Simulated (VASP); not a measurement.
The system is Al2O3.

```xyz
5
Lattice="2.8843 0.0000 0.0000 -1.4422 2.4979 0.0000 0.0000 0.0000 9.3368" Properties=species:S:1:pos:R:3 pbc="T T T"
Al    0.0000    0.0000    7.9363
Al    0.0000    0.0000    1.4004
O     0.0000    1.6653    7.2610
O     1.4422    0.8326    0.0000
O     0.0000    1.6653    2.0757
```

Measurements of this composition are mostly on another form, of space group No. 167.

| Property | Result |
| --- | --- |
| Program | VASP 6.6.1 |
| Task | relaxation of cell and atoms |
| Functional | PBE |
| Dispersion | D3(BJ) |
| Potentials or basis | VASP PAW PBE potentials, release 64 (Al, O) |
| Cutoff | 600 eV |
| k mesh | 8 × 8 × 3 |
| Occupations | fermi-dirac, width 0.05 eV |
| Spin | no spin polarisation |

At the start: pressure -2.0 GPa; volume 13.45 Å³/atom.

Question: Where does the relaxation end?

Answer: Over 34 steps the energy falls by 25.4 meV/atom and the volume is 10.36 Å³/atom (-23.0 %); space group P-6m2 (No. 187, to 0.05 Å).

The path:
| step | energy change (eV) | largest force (eV/Å) | pressure (GPa) | volume (Å³) |
| --- | --- | --- | --- | --- |
| 1 | 0.0000 | 0.0673 | -1.96 | 67.27 |
| 2 | -0.0019 | 0.2278 | 1.62 | 65.68 |
| 3 | -0.0056 | 0.1097 | -0.03 | 66.39 |
| 4 | -0.0061 | 0.1408 | -0.09 | 66.24 |
| 5 | -0.0062 | 0.0616 | -0.08 | 66.29 |
| 6 | -0.0067 | 0.0610 | 0.00 | 66.20 |
| 7 | -0.0080 | 0.0589 | 0.03 | 65.93 |
| 8 | -0.0105 | 0.0533 | 0.24 | 65.40 |
| 9 | -0.0147 | 0.0443 | 0.62 | 64.33 |
| 10 | -0.0206 | 0.0312 | 1.53 | 62.21 |
| 11 | -0.0220 | 0.0279 | 4.08 | 58.06 |
| 12 | -0.0228 | 0.0368 | 2.79 | 60.23 |
| 13 | -0.0229 | 0.0365 | 2.77 | 60.23 |
| 14 | -0.0231 | 0.0376 | 2.76 | 60.20 |
| 15 | -0.0234 | 0.0388 | 2.75 | 60.15 |
| 16 | -0.0241 | 0.0418 | 2.77 | 60.05 |
| 17 | -0.0255 | 0.0466 | 2.72 | 59.84 |
| 18 | -0.0284 | 0.0566 | 2.68 | 59.44 |
| 19 | -0.0340 | 0.0781 | 2.65 | 58.62 |
| 20 | -0.0459 | 0.1394 | 2.61 | 57.00 |
| 21 | -0.0710 | 0.2481 | 3.05 | 53.76 |
| 22 | -0.0206 | 0.5018 | 7.18 | 47.36 |
| 23 | -0.0728 | 0.3898 | 4.82 | 53.02 |
| 24 | -0.0801 | 0.5015 | 6.00 | 50.18 |
| 25 | -0.0873 | 0.3841 | 3.89 | 49.09 |
| 26 | -0.0899 | 0.4278 | 4.54 | 49.45 |
| 27 | -0.1053 | 0.3242 | 3.38 | 49.99 |
| 28 | -0.1269 | 0.0499 | 0.10 | 51.65 |
| 29 | -0.1270 | 0.0350 | -0.15 | 51.81 |
| 30 | -0.1271 | 0.0319 | -0.21 | 51.85 |
| 31 | -0.1272 | 0.0163 | -0.14 | 51.84 |
| 32 | -0.1272 | 0.0091 | -0.02 | 51.82 |
| 33 | -0.1272 | 0.0092 | -0.01 | 51.82 |
| 34 | -0.1272 | 0.0020 | -0.04 | 51.82 |

Final structure:
```yaml
crystal:
  lattice:
    - [2.86743, 0.00000, 0.00000]
    - [-1.43372, 2.48327, 0.00000]
    - [0.00000, 0.00000, 7.27714]
  atoms:
    - { symbol: Al, position: [0.00000, 0.00000, 0.80872] }
    - { symbol: Al, position: [0.00000, 0.00000, 0.19128] }
    - { symbol: O, position: [0.33333, 0.66667, 0.71543] }
    - { symbol: O, position: [0.66667, 0.33333, 0.00000] }
    - { symbol: O, position: [0.33333, 0.66667, 0.28457] }
```

Caveat: the volume moved by over 15 % at a fixed basis, so the end points are rough.
